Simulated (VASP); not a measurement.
All values below come from LDA (Ceperley-Alder, Perdew-Zunger), VASP's LDA PAW potentials (set 64) (plane waves; VASP 6.6.1).

The input files of a VASP run:

**INCAR**
```
! general
SYSTEM  =ZrO2
PREC    =Accurate
ENCUT   =520
LREAL   =.FALSE.
LASPH   =.TRUE.

! electronic loop
EDIFF   =1E-8
NELM    =100
ALGO    =Normal
LMAXMIX =4

! smearing
ISMEAR  =0
SIGMA   =0.01

! ions
IBRION  =8
NSW     =1

! output
LWAVE   =.FALSE.
LCHARG  =.FALSE.

! other
LEPSILON=.TRUE.
```

### POSCAR
```
ZrO2
1.0
  3.5610881796   0.0000000000   0.0000000000
  0.0000000000   3.5610881796   0.0000000000
  0.0000000000   0.0000000000   5.1206278462
Zr O
2 4
direct
  1.0000000000   0.0000000000   1.0000000000
  0.5000000000   0.5000000000   0.5000000000
  0.0000000000   0.5000000000   0.2934054187
  0.0000000000   0.5000000000   0.7934054187
  0.5000000000   0.0000000000   0.2065945813
  0.5000000000   0.0000000000   0.7065945813
```

KPOINTS:
```
kpoints
0
Gamma
  6 6 5
```

POTCAR, in this order: Zr_sv O (LDA.64 set). Program: vasp_std.

Output

### OSZICAR
```
...
RMM:   9    -0.745589362479E+00    0.24263E-05   -0.84442E-06  6675   0.657E-03    0.107E-03
RMM:  10    -0.745586370815E+00    0.29917E-05   -0.41494E-06  6403   0.417E-03    0.494E-04
RMM:  11    -0.745588177367E+00   -0.18066E-05   -0.24423E-06  6576   0.241E-03    0.982E-05
RMM:  12    -0.745587431925E+00    0.74544E-06   -0.11348E-06  6766   0.148E-03    0.937E-05
RMM:  13    -0.745587505205E+00   -0.73281E-07   -0.77065E-07  6746   0.883E-04    0.149E-04
RMM:  14    -0.745587100582E+00    0.40462E-06   -0.73064E-07  6473   0.593E-04    0.187E-04
RMM:  15    -0.745587152993E+00   -0.52411E-07   -0.20074E-07  6417   0.395E-04    0.210E-04
RMM:  16    -0.745587100277E+00    0.52716E-07   -0.25214E-07  6677   0.254E-04    0.205E-04
RMM:  17    -0.745587118147E+00   -0.17870E-07   -0.19807E-07  6269   0.176E-04    0.172E-04
RMM:  18    -0.745587146337E+00   -0.28190E-07   -0.11300E-07  6128   0.143E-04    0.119E-04
RMM:  19    -0.745587161070E+00   -0.14734E-07   -0.20817E-07  6209   0.101E-04    0.833E-05
RMM:  20    -0.745587161413E+00   -0.34312E-09   -0.76897E-08  6212   0.724E-05    0.534E-05
 Linear response progress:
  Degree of freedom:   3/  5
       N       E                     dE             d eps       ncg     rms          rms(c)
RMM:   1    -0.377108433919E+00   -0.37711E+00    0.17413E-01  7663   0.329E+00
RMM:   2    -0.360961200449E+00    0.16147E-01   -0.35450E-02  7061   0.707E-01    0.331E-01
RMM:   3    -0.362966465947E+00   -0.20053E-02   -0.44974E-03  7237   0.294E-01    0.180E-01
RMM:   4    -0.364890693899E+00   -0.19242E-02   -0.12446E-03  6936   0.186E-01    0.365E-02
RMM:   5    -0.365108230052E+00   -0.21754E-03   -0.47226E-04  8049   0.726E-02    0.121E-02
RMM:   6    -0.365103560306E+00    0.46697E-05   -0.61878E-05  8111   0.258E-02    0.786E-03
RMM:   7    -0.365055920907E+00    0.47639E-04   -0.22186E-05  7588   0.121E-02    0.194E-03
RMM:   8    -0.365064288729E+00   -0.83678E-05   -0.29895E-05  8476   0.612E-03    0.114E-03
RMM:   9    -0.365071829453E+00   -0.75407E-05   -0.17780E-05  8680   0.296E-03    0.536E-04
RMM:  10    -0.365072303878E+00   -0.47443E-06   -0.12401E-05  8644   0.149E-03    0.312E-04
RMM:  11    -0.365071235965E+00    0.10679E-05   -0.63883E-06  8297   0.887E-04    0.645E-05
RMM:  12    -0.365071211868E+00    0.24097E-07   -0.44201E-06  9092   0.485E-04    0.686E-05
RMM:  13    -0.365071283486E+00   -0.71619E-07   -0.27188E-06  8657   0.263E-04    0.268E-05
RMM:  14    -0.365071134445E+00    0.14904E-06   -0.16287E-06  8719   0.158E-04    0.140E-05
RMM:  15    -0.365071140844E+00   -0.63992E-08   -0.10904E-06  9102   0.940E-05    0.126E-05
RMM:  16    -0.365071147366E+00   -0.65212E-08   -0.64080E-07  8735   0.579E-05    0.700E-06
RMM:  17    -0.365071144522E+00    0.28437E-08   -0.39864E-07  8526   0.375E-05    0.842E-06
RMM:  18    -0.365071160696E+00   -0.16174E-07   -0.29583E-07  7442   0.296E-05    0.164E-05
RMM:  19    -0.365071159374E+00    0.13220E-08   -0.17667E-07  6918   0.277E-05    0.646E-06
RMM:  20    -0.365071150519E+00    0.88549E-08   -0.14914E-07  7517   0.183E-05    0.228E-06
RMM:  21    -0.365071148606E+00    0.19133E-08   -0.94044E-08  7360   0.134E-05    0.260E-06
 Linear response progress:
  Degree of freedom:   4/  5
       N       E                     dE             d eps       ncg     rms          rms(c)
RMM:   1    -0.369853279042E+00   -0.36985E+00    0.15976E-01  7204   0.306E+00
RMM:   2    -0.357911762644E+00    0.11942E-01   -0.26766E-02  6317   0.628E-01    0.187E-01
RMM:   3    -0.359455123515E+00   -0.15434E-02   -0.32378E-03  6514   0.231E-01    0.971E-02
RMM:   4    -0.361077701763E+00   -0.16226E-02   -0.86076E-04  6372   0.147E-01    0.223E-02
RMM:   5    -0.361227800838E+00   -0.15010E-03   -0.22976E-04  7729   0.503E-02    0.892E-03
RMM:   6    -0.361211026117E+00    0.16775E-04   -0.29925E-05  7972   0.174E-02    0.382E-03
RMM:   7    -0.361201940478E+00    0.90856E-05   -0.38410E-06  8071   0.751E-03    0.140E-03
RMM:   8    -0.361200708341E+00    0.12321E-05   -0.14254E-05  8416   0.358E-03    0.746E-04
RMM:   9    -0.361198943722E+00    0.17646E-05   -0.63247E-06  8814   0.175E-03    0.164E-04
RMM:  10    -0.361199730516E+00   -0.78679E-06   -0.61418E-06  8642   0.901E-04    0.716E-05
RMM:  11    -0.361199581260E+00    0.14926E-06   -0.22730E-06  8871   0.492E-04    0.426E-05
RMM:  12    -0.361199548838E+00    0.32422E-07   -0.22514E-06  9121   0.276E-04    0.427E-05
RMM:  13    -0.361199392771E+00    0.15607E-06   -0.13785E-06  8235   0.175E-04    0.136E-05
RMM:  14    -0.361199372963E+00    0.19808E-07   -0.11721E-06  8902   0.111E-04    0.141E-05
RMM:  15    -0.361199412960E+00   -0.39997E-07   -0.71734E-07  8267   0.706E-05    0.787E-06
RMM:  16    -0.361199412712E+00    0.24781E-09   -0.50883E-07  8899   0.456E-05    0.661E-06
RMM:  17    -0.361199409219E+00    0.34934E-08   -0.34349E-07  8519   0.300E-05    0.855E-06
RMM:  18    -0.361199425795E+00   -0.16577E-07   -0.26594E-07  7737   0.221E-05    0.123E-05
RMM:  19    -0.361199380372E+00    0.45423E-07   -0.16551E-07  7794   0.242E-05    0.431E-06
RMM:  20    -0.361199362505E+00    0.17867E-07   -0.16229E-07  7298   0.152E-05    0.259E-06
RMM:  21    -0.361199359439E+00    0.30658E-08   -0.99140E-08  7213   0.103E-05    0.334E-06
 Linear response progress:
  Degree of freedom:   5/  5
       N       E                     dE             d eps       ncg     rms          rms(c)
RMM:   1    -0.381949748531E+00   -0.38195E+00    0.16183E-01  5508   0.314E+00
RMM:   2    -0.367593430795E+00    0.14356E-01   -0.28209E-02  4946   0.660E-01    0.389E-01
RMM:   3    -0.369060409112E+00   -0.14670E-02   -0.41794E-03  5010   0.272E-01    0.235E-01
RMM:   4    -0.370674241378E+00   -0.16138E-02   -0.10480E-03  5139   0.177E-01    0.626E-02
RMM:   5    -0.370838891060E+00   -0.16465E-03   -0.21027E-04  5700   0.669E-02    0.230E-02
RMM:   6    -0.370818045995E+00    0.20845E-04   -0.15138E-05  5880   0.321E-02    0.817E-03
RMM:   7    -0.370819615165E+00   -0.15692E-05    0.25639E-05  6174   0.146E-02    0.633E-03
RMM:   8    -0.370797582172E+00    0.22033E-04    0.22902E-06  5523   0.109E-02    0.206E-03
RMM:   9    -0.370807329733E+00   -0.97476E-05   -0.99215E-06  6316   0.500E-03    0.561E-04
RMM:  10    -0.370808414892E+00   -0.10852E-05    0.42208E-06  6565   0.239E-03    0.407E-04
RMM:  11    -0.370808253770E+00    0.16112E-06    0.26121E-06  6455   0.127E-03    0.186E-04
RMM:  12    -0.370808088330E+00    0.16544E-06    0.55403E-06  6250   0.782E-04    0.977E-05
RMM:  13    -0.370808417594E+00   -0.32926E-06    0.18925E-06  6778   0.456E-04    0.656E-05
RMM:  14    -0.370808727931E+00   -0.31034E-06    0.11394E-06  6670   0.269E-04    0.672E-05
RMM:  15    -0.370808717084E+00    0.10847E-07   -0.82306E-08  5614   0.211E-04    0.552E-05
RMM:  16    -0.370809005134E+00   -0.28805E-06   -0.47526E-07  6000   0.138E-04    0.148E-05
RMM:  17    -0.370809026885E+00   -0.21751E-07   -0.34777E-07  6666   0.813E-05    0.105E-05
RMM:  18    -0.370809065576E+00   -0.38691E-07   -0.43451E-07  6409   0.520E-05    0.111E-05
RMM:  19    -0.370809070112E+00   -0.45359E-08   -0.44844E-07  6024   0.375E-05    0.520E-06
RMM:  20    -0.370809074635E+00   -0.45233E-08   -0.29815E-07  6317   0.262E-05    0.264E-06
RMM:  21    -0.370809070493E+00    0.41416E-08   -0.33375E-07  6297   0.175E-05    0.137E-06
RMM:  22    -0.370809075013E+00   -0.45198E-08   -0.20643E-07  5952   0.121E-05    0.175E-06
RMM:  23    -0.370809082809E+00   -0.77956E-08   -0.24708E-07  5100   0.893E-06    0.328E-06
RMM:  24    -0.370809079366E+00    0.34433E-08   -0.13568E-07  4558   0.673E-06    0.354E-06
RMM:  25    -0.370809072154E+00    0.72114E-08   -0.12830E-07  4470   0.574E-06    0.269E-06
RMM:  26    -0.370809067450E+00    0.47036E-08   -0.66657E-08  4116   0.454E-06    0.191E-06
 Linear response finished
```

File OUTCAR:
```
------------------------ aborting loop because EDIFF is reached ----------------------------------------

 HEAD OF MICROSCOPIC STATIC DIELECTRIC TENSOR (INDEPENDENT PARTICLE, excluding Hartree and local field effects)
 ------------------------------------------------------
           5.987111     0.000000    -0.000000
           0.000000     5.987111     0.000000
           0.000000     0.000000     5.506510
 ------------------------------------------------------

 MACROSCOPIC STATIC DIELECTRIC TENSOR (including local field effects in DFT)
 ------------------------------------------------------
           5.780318     0.000000     0.000000
           0.000000     5.780318     0.000000
          -0.000000     0.000000     5.252633
 ------------------------------------------------------

 PIEZOELECTRIC TENSOR (including local field effects)  for field in x, y, z        (e  Angst)
          XX          YY          ZZ          XY          YZ          ZX
  --------------------------------------------------------------------------------
  x     0.00000     0.00000     0.00000     0.00000     0.00000     0.00000
  y     0.00000     0.00000     0.00000     0.00000     0.00000     0.00000
  z     0.00000     0.00000     0.00000     0.00000     0.00000     0.00000

 PIEZOELECTRIC TENSOR (including local field effects)  for field in x, y, z        (C/m^2)
          XX          YY          ZZ          XY          YZ          ZX
  --------------------------------------------------------------------------------
  x     0.00000     0.00000     0.00000     0.00000     0.00000     0.00000
  y     0.00000     0.00000     0.00000     0.00000     0.00000     0.00000
  z     0.00000     0.00000     0.00000     0.00000     0.00000     0.00000

 BORN EFFECTIVE CHARGES (including local field effects) (in |e|, cummulative output)
 ---------------------------------------------------------------------------------
 ion    1
    1     5.74233     0.00000     0.00000
    2     0.00000     5.74233     0.00000
    3     0.00000     0.00000     5.06779
 ion    2
    1     5.74233     0.00000    -0.00000
    2     0.00000     5.74233     0.00000
    3     0.00000     0.00000     5.06779
 ion    3
    1    -3.55831     0.00000    -0.00000
    2     0.00000    -2.18402     0.00000
    3     0.00000     0.00000    -2.53389
 ion    4
    1    -2.18402     0.00000     0.00000
    2     0.00000    -3.55831     0.00000
    3     0.00000     0.00000    -2.53389
 ion    5
    1    -3.55831     0.00000    -0.00000
    2     0.00000    -2.18402     0.00000
    3     0.00000     0.00000    -2.53389
 ion    6
    1    -2.18402     0.00000     0.00000
    2     0.00000    -3.55831     0.00000
    3     0.00000     0.00000    -2.53389

   1 f  =   19.760057 THz   124.156101 2PiTHz  659.124558 cm-1    81.720993 meV
             X         Y         Z           dx          dy          dz
      0.000000  0.000000  0.000000     0.000000    0.000000   -0.000000
      1.780544  1.780544  2.560314    -0.000000   -0.000000    0.000000
      0.000000  1.780544  1.502420     0.000000    0.000000   -0.500000
      0.000000  1.780544  4.062734    -0.000000   -0.000000    0.500000
      1.780544  0.000000  1.057894    -0.000000   -0.000000   -0.500000
      1.780544  0.000000  3.618208     0.000000    0.000000    0.500000

   2 f  =   19.510908 THz   122.590648 2PiTHz  650.813826 cm-1    80.690594 meV
             X         Y         Z           dx          dy          dz
      0.000000  0.000000  0.000000    -0.003241    0.092207    0.000000
      1.780544  1.780544  2.560314     0.003241   -0.092207    0.000000
      0.000000  1.780544  1.502420    -0.024597    0.036329    0.000000
      0.000000  1.780544  4.062734     0.001277   -0.699686   -0.000000
      1.780544  0.000000  1.057894     0.024597   -0.036329    0.000000
      1.780544  0.000000  3.618208    -0.001277    0.699686   -0.000000

   3 f  =   19.510908 THz   122.590648 2PiTHz  650.813826 cm-1    80.690594 meV
             X         Y         Z           dx          dy          dz
      0.000000  0.000000  0.000000    -0.092207   -0.003241   -0.000000
      1.780544  1.780544  2.560314     0.092207    0.003241    0.000000
      0.000000  1.780544  1.502420    -0.699686   -0.001277   -0.000000
      0.000000  1.780544  4.062734     0.036329    0.024597    0.000000
      1.780544  0.000000  1.057894     0.699686    0.001277   -0.000000
      1.780544  0.000000  3.618208    -0.036329   -0.024597    0.000000

   4 f  =   17.925800 THz   112.631121 2PiTHz  597.940316 cm-1    74.135117 meV
             X         Y         Z           dx          dy          dz
      0.000000  0.000000  0.000000    -0.000000   -0.000000    0.194653
      1.780544  1.780544  2.560314    -0.000000    0.000000   -0.194653
      0.000000  1.780544  1.502420     0.000000   -0.000000    0.480682
      0.000000  1.780544  4.062734    -0.000000    0.000000   -0.480682
      1.780544  0.000000  1.057894    -0.000000    0.000000   -0.480682
      1.780544  0.000000  3.618208    -0.000000   -0.000000    0.480682

   5 f  =   13.818581 THz    86.824705 2PiTHz  460.938245 cm-1    57.149033 meV
             X         Y         Z           dx          dy          dz
      0.000000  0.000000  0.000000     0.015280   -0.055101   -0.000000
      1.780544  1.780544  2.560314    -0.015280    0.055101    0.000000
      0.000000  1.780544  1.502420    -0.011773   -0.677834    0.000000
      0.000000  1.780544  4.062734    -0.187965   -0.042455    0.000000
      1.780544  0.000000  1.057894     0.011773    0.677834   -0.000000
      1.780544  0.000000  3.618208     0.187965    0.042455   -0.000000

   6 f  =   13.818581 THz    86.824705 2PiTHz  460.938245 cm-1    57.149033 meV
             X         Y         Z           dx          dy          dz
      0.000000  0.000000  0.000000    -0.055101   -0.015280   -0.000000
      1.780544  1.780544  2.560314     0.055101    0.015280   -0.000000
      0.000000  1.780544  1.502420     0.042455   -0.187965    0.000000
      0.000000  1.780544  4.062734     0.677834   -0.011773    0.000000
      1.780544  0.000000  1.057894    -0.042455    0.187965    0.000000
      1.780544  0.000000  3.618208    -0.677834    0.011773    0.000000
...
```
(Selected blocks of OUTCAR.)

**OUTCAR**
```
 val. band max:        6.5239314603   @ k =   0.5000   0.5000   0.4000

 cond. band min:      10.4940241974   @ k =   0.0000   0.0000   0.0000


 Fermi energy:         6.6398350848

 k-point     1 :       0.0000    0.0000    0.0000
  band No.  band energies     occupation
      1     -40.4316      2.00000
      2     -40.3628      2.00000
      3     -19.2797      2.00000
      4     -18.6523      2.00000
      5     -18.6523      2.00000
      6     -18.4851      2.00000
      7     -18.4662      2.00000
      8     -18.4662      2.00000
      9     -10.9311      2.00000
     10      -9.5956      2.00000
     11      -8.7516      2.00000
     12      -8.4618      2.00000
     13       1.2180      2.00000
     14       1.6304      2.00000
     15       1.7631      2.00000
     16       1.7631      2.00000
     17       3.9760      2.00000
     18       3.9760      2.00000
     19       5.2665      2.00000
     20       5.2665      2.00000
     21       6.0430      2.00000
     22       6.4039      2.00000
     23       6.4039      2.00000
     24       6.4170      2.00000
     25      10.4940      0.00000
     26      10.9998      0.00000
     27      11.5359      0.00000
     28      11.8727      0.00000

 k-point     2 :       0.1667    0.0000    0.0000
  band No.  band energies     occupation
      1     -40.4220      2.00000
      2     -40.3623      2.00000
      3     -19.2086      2.00000
      4     -18.7786      2.00000
      5     -18.6346      2.00000
      6     -18.6188      2.00000
      7     -18.5071      2.00000
      8     -18.4733      2.00000
      9     -10.6442      2.00000
     10      -9.4698      2.00000
     11      -8.8243      2.00000
     12      -8.5981      2.00000
     13       1.2681      2.00000
     14       1.7629      2.00000
     15       1.9549      2.00000
     16       2.4878      2.00000
     17       3.6467      2.00000
     18       3.9683      2.00000
     19       4.9827      2.00000
     20       5.1750      2.00000
...
```

The structure comes from a computed database's ZrO2 entry (P4_2/nmc); how it stands against other phases isn't given here. It was relaxed first.
